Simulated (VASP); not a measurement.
# Ru (Im-3m) in VASP: notebook, part 2 of 2

VASP 6.6.1. The steps go on from the part before.

**3. Single point, PBE**

This run uses another cell than the first one, of 13.50 Å³/atom, 0.948 times its volume.

Contents of INCAR:

```
SYSTEM = Ru
PREC = Accurate
ENCUT = 520
EDIFF = 1E-6
ISMEAR = 0
SIGMA = 0.05
LREAL = .FALSE.
LASPH = .TRUE.
NELM = 80
ALGO = Normal
ISIF = 2
LWAVE = .FALSE.
LCHARG = .FALSE.
GGA = PE
NBANDS = 13
```

Contents of KPOINTS:

```
regular mesh
0
G
  20 20 20
  0 0 0
```

Contents of POSCAR:

```
Ru
1.0
   -1.5000148147      1.5000148147      1.5000148147
    1.5000148147     -1.5000148147      1.5000148147
    1.5000148147      1.5000148147     -1.5000148147
Ru
1
Direct
    0.0000000000      0.0000000000      0.0000000000
```

Potentials or basis: VASP PAW PBE potentials, release 64 (Ru_pv).

Started as:

```sh
$ cat potpaw_PBE.64/Ru_pv/POTCAR > POTCAR
$ mpirun -np 1 vasp_std > vasp.out
```

OUTCAR:

```text
SYSTEM = Ru
   PREC = Accurate
   ENCUT = 520
   EDIFF = 1E-6
   ISMEAR = 0
   LREAL = .FALSE.
   LASPH = .TRUE.
   NELM = 80
   ISIF = 2
   GGA = PE

 ion  position               nearest neighbor table
   1  0.000  0.000  0.000-

  LATTYP: Found a body centered cubic cell.
 ALAT       =     3.0000296294

  Lattice vectors:

 A1 = (  -1.5000148147,   1.5000148147,   1.5000148147)
 A2 = (   1.5000148147,  -1.5000148147,   1.5000148147)
 A3 = (   1.5000148147,   1.5000148147,  -1.5000148147)

Analysis of symmetry for initial positions (statically):
=====================================================================
 Subroutine PRICEL returns:
 Original cell was already a primitive cell.

 Routine SETGRP: Setting up the symmetry group for a
 body centered cubic supercell.

 Subroutine GETGRP returns: Found 48 space group operations
 (whereof 48 operations were pure point group operations)
 out of a pool of 48 trial point group operations.

The static configuration has the point symmetry O_h .

Analysis of symmetry for dynamics (positions and initial velocities):
=====================================================================
 Subroutine PRICEL returns:
 Original cell was already a primitive cell.

 Routine SETGRP: Setting up the symmetry group for a
 body centered cubic supercell.

 Subroutine GETGRP returns: Found 48 space group operations
 (whereof 48 operations were pure point group operations)
 out of a pool of 48 trial point group operations.

The dynamic configuration has the point symmetry O_h .

 Subroutine INISYM returns: Found 48 space group operations
 (whereof 48 operations are pure point group operations),
 and found     1 'primitive' translations

----------------------------------------------------------------------------------------

                                     Primitive cell

  volume of cell :      13.5004

  direct lattice vectors                    reciprocal lattice vectors
    -1.500014815  1.500014815  1.500014815     0.000000000  0.333330041  0.333330041
     1.500014815 -1.500014815  1.500014815     0.333330041  0.000000000  0.333330041
     1.500014815  1.500014815 -1.500014815     0.333330041  0.333330041  0.000000000

  length of vectors
     2.598101871  2.598101871  2.598101871     0.471399865  0.471399865  0.471399865

  position of ions in fractional coordinates (direct lattice)
     0.000000000  0.000000000  0.000000000

  ion indices of the primitive-cell ions
   primitive index   ion index
                 1           1

----------------------------------------------------------------------------------------

 KPOINTS: regular mesh

Automatic generation of k-mesh.
 Grid dimensions read from file:
 generate k-points for:   20   20   20

 Generating k-lattice:

  Cartesian coordinates                     Fractional coordinates (reciprocal lattice)
     0.000000000  0.016666502  0.016666502     0.050000000  0.000000000  0.000000000
     0.016666502  0.000000000  0.016666502     0.000000000  0.050000000  0.000000000
     0.016666502  0.016666502  0.000000000     0.000000000  0.000000000  0.050000000

  Length of vectors
     0.023569993  0.023569993  0.023569993

  Shift w.r.t. Gamma in fractional coordinates (k-lattice)
     0.000000000  0.000000000  0.000000000

 Subroutine IBZKPT returns following result:
 ===========================================

 Found    256 irreducible k-points:

 Following reciprocal coordinates:
            Coordinates               Weight
  0.000000  0.000000  0.000000      1.000000
  0.050000  0.000000  0.000000     12.000000
  0.100000  0.000000  0.000000     12.000000
  0.150000  0.000000  0.000000     12.000000
  0.200000  0.000000  0.000000     12.000000
  0.250000  0.000000  0.000000     12.000000
[... 16 lines left out ...]
  0.200000  0.100000  0.000000     48.000000
  0.250000  0.100000 -0.000000     48.000000
 [... further k-points ...]
   k-points           NKPTS =    256   k-points in BZ     NKDIM =    256   number of bands    NBANDS=     13
   number of dos      NEDOS =    301   number of ions     NIONS =      1
   total plane-waves  NPLWV =   8000
   dimension x,y,z NGX =    20 NGY =   20 NGZ =   20
   dimension x,y,z NGXF=    40 NGYF=   40 NGZF=   40
   ions per type =               1
   NGX,Y,Z   is equivalent  to a cutoff of  12.80, 12.80, 12.80 a.u.
   NGXF,Y,Z  is equivalent  to a cutoff of  25.59, 25.59, 25.59 a.u.
 SYSTEM =  Ru
   PREC   = accura    normal or accurate (medium, high low for compatibility)
   ISTART =      0    job   : 0-new  1-cont  2-samecut
   ICHARG =      2    charge: 1-file 2-atom 10-const
   ISPIN  =      1    spin polarized calculation?
   LNONCOLLINEAR =      F non collinear calculations
   LSORBIT =      F    spin-orbit coupling
   LASPH  =      T    aspherical Exc in radial PAW
   ENCUT  =  520.0 eV  38.22 Ry    6.18 a.u.   4.83  4.83  4.83*2*pi/ulx,y,z
   NELM   =     80;   NELMIN=  2; NELMDL= -5     # of ELM steps
   EDIFF  = 0.1E-05   stopping-criterion for ELM
   LREAL  =      F    real-space projection
   EDIFFG = 0.1E-04   stopping-criterion for IOM
   NSW    =      0    number of steps for IOM
   IBRION =     -1    ionic relax: 0-MD 1-quasi-New 2-CG
   NFREE  =      0    steps in history (QN), initial steepest desc. (CG)
   ISIF   =      2    stress and relaxation
   ISYM   =      2    0-nonsym 1-usesym 2-fastsym
   POTIM  = 0.5000    time-step for ionic-motion
   TEBEG  =    0.0;   TEEND  =   0.0 temperature during run
   PSTRESS=    0.0 pullay stress
   NELECT =      14.0000    total number of electrons
   NUPDOWN=      -1.0000    fix difference up-down
   EMIN   =  10.00;   EMAX   =-10.00  energy-range for DOS
   EFERMI =   0.00;   METHOD = LEGACY
   ISMEAR =     0;   SIGMA  =   0.05  broadening in eV -4-tet -1-fermi 0-gaus
   EFERMI_NEDOS =   21; number of points for ismear=-14 and -15
   IALGO  =     38    algorithm
   IMIX   =      4    mixing-type and parameters
     AMIX     =   0.40;   BMIX     =  1.00
     AMIX_MAG =   1.60;   BMIX_MAG =  1.00
  volume/ion in A,a.u.               =      13.50        91.11
  Fermi-wavevector in a.u.,A,eV,Ry     =   1.657049  3.131368 37.359023  2.745811
  Thomas-Fermi vector in A             =   2.744869
   LORBIT       =      0    0 simple, 1 ext, 2 COOP (PROOUT), +10 PAW based schemes
   GGA     = PE    functional components
   LHFCALC =     F    Hartree Fock is set to
   AEXX    =    0.0000 exact exchange contribution
   IVDW    =     0    specifies the selected vdW correction
   LEPSILON=     F    determine dielectric tensor
   LRPA    =     F    only Hartree local field effects (RPA)
 non-spin polarized calculation
 Gauss-broadening in eV      SIGMA  =   0.05
  energy-cutoff  :      520.00
  volume of cell :       13.50
 maximum number of plane-waves:       375
   NGX =  9   NGY =  9   NGZ =  9

 number of electron      13.9999994 magnetization

 Free energy of the ion-electron system (eV)
  ---------------------------------------------------
  ext. energy  EPLUGINS =         0.00000000
  ---------------------------------------------------
  free energy    TOTEN  =        -8.56955677 eV

  energy without entropy =       -8.56684271  energy(sigma->0) =       -8.56819974

 E-fermi :  13.0987     XC(G=0): -14.1432

 val. band max:       13.0942155793   @ k =   0.2000   0.2000   0.1000
 cond. band min:      13.0998035821   @ k =   0.2500   0.1500   0.1000
 fundamental gap:      0.0055880028
 Fermi energy:        13.0987158259

 k-point     1 :       0.0000    0.0000    0.0000
  band No.  band energies     occupation
      1     -29.4683      2.00000
      2     -29.4683      2.00000
      3     -29.4683      2.00000
      4       4.9204      2.00000
      5      10.1659      2.00000
      6      10.1659      2.00000
      7      10.1659      2.00000
      8      13.0037      1.99278
      9      13.0037      1.99278
     10      23.6011      0.00000
     11      30.2863      0.00000
     12      30.2863      0.00000
     13      30.2863      0.00000
[... 353 lines left out ...]
 k-point    24 :       0.2500    0.1000   -0.0000
  band No.  band energies     occupation
      1     -30.2146      2.00000
      2     -29.7170      2.00000
      3     -29.5098      2.00000
      4       7.3571      2.00000
      5       8.9473      2.00000
      6      10.3006      2.00000
      7      12.4564      2.00000
      8      13.4065      0.00000
      9      14.0102      0.00000
     10      23.6007      0.00000
     11      28.4044      0.00000
     12      29.1490      0.00000
     13      34.2752      0.00000

 [... further k-points ...]

------------------------ aborting loop because EDIFF is reached ----------------------------------------

  FORCE on cell =-STRESS in cart. coord.  units (eV):
  Direction    XX          YY          ZZ          XY          YZ          ZX
  --------------------------------------------------------------------------------------
  -------------------------------------------------------------------------------------
  Total        1.4073577      1.4073577      1.4073577      0.0000000     -0.0000000     -0.0000000
  in kB      167.0199865    167.0199865    167.0199865      0.0000000     -0.0000000     -0.0000000
  external PRESSURE =     167.0199865 kB  Pullay stress =       0.0000000 kB

 VOLUME and BASIS-vectors are now :
 -----------------------------------------------------------------------------
  energy-cutoff  :      520.00
  volume of cell :       13.50
      direct lattice vectors                 reciprocal lattice vectors
    -1.500014815  1.500014815  1.500014815     0.000000000  0.333330041  0.333330041
     1.500014815 -1.500014815  1.500014815     0.333330041  0.000000000  0.333330041
     1.500014815  1.500014815 -1.500014815     0.333330041  0.333330041  0.000000000

 POSITION                                       TOTAL-FORCE (eV/Angst)
 -----------------------------------------------------------------------------------
      0.00000      0.00000      0.00000        -0.000000      0.000000      0.000000
 -----------------------------------------------------------------------------------
    total drift:                                0.000000     -0.000000     -0.000000

  FREE ENERGIE OF THE ION-ELECTRON SYSTEM (eV)
  ---------------------------------------------------
  free  energy   TOTEN  =        -8.5695567704 eV

  energy  without entropy=       -8.5668427074  energy(sigma->0) =       -8.56819974
```

OSZICAR:

```text
N       E                     dE             d eps       ncg     rms          rms(c)
DAV:   1     0.105116367476E+03    0.10512E+03   -0.83985E+03  6712   0.115E+03
DAV:   2    -0.792230363540E+01   -0.11304E+03   -0.10861E+03  7231   0.323E+02
DAV:   3    -0.915322972266E+01   -0.12309E+01   -0.12270E+01  7611   0.371E+01
DAV:   4    -0.915683094361E+01   -0.36012E-02   -0.36011E-02  7156   0.214E+00
DAV:   5    -0.915685472093E+01   -0.23777E-04   -0.23777E-04  7576   0.158E-01    0.136E+01
DAV:   6    -0.861411253567E+01    0.54274E+00   -0.89334E-01  6886   0.122E+01    0.447E+00
DAV:   7    -0.857328208098E+01    0.40830E-01   -0.77360E-02  7451   0.332E+00    0.131E+00
DAV:   8    -0.856979465651E+01    0.34874E-02   -0.61711E-03  6791   0.106E+00    0.183E-01
DAV:   9    -0.856955548196E+01    0.23917E-03   -0.20970E-04  7006   0.201E-01    0.219E-02
DAV:  10    -0.856955657984E+01   -0.10979E-05   -0.44496E-06  7416   0.266E-02    0.304E-03
DAV:  11    -0.856955677039E+01   -0.19055E-06   -0.49899E-07  3668   0.948E-03
   1 F= -.85695568E+01 E0= -.85681997E+01  d E =-.271406E-02
```

stdout:

```text
POSCAR found type information on POSCAR Ru
 POSCAR found :  1 types and       1 ions
 scaLAPACK will be used
 LDA part: xc-table for (Slater+PW92), standard interpolation
 POSCAR, INCAR and KPOINTS ok, starting setup
 FFT: planning ... GRIDC
 FFT: planning ... GRID_SOFT
 FFT: planning ... GRID
 WAVECAR not read
 entering main loop
```

Wall time 58 s (1 thread of AMD EPYC, shared host); peak memory 0.12 GiB.

Results:

- Free energy: -8.5696 eV
- Pressure: 16.7 GPa
- Band gap on the k mesh: none (metal or under the smearing width)

Caveat: so large a pressure means that the cell lies far from this level's equilibrium, or that cutoff or potentials fall short.
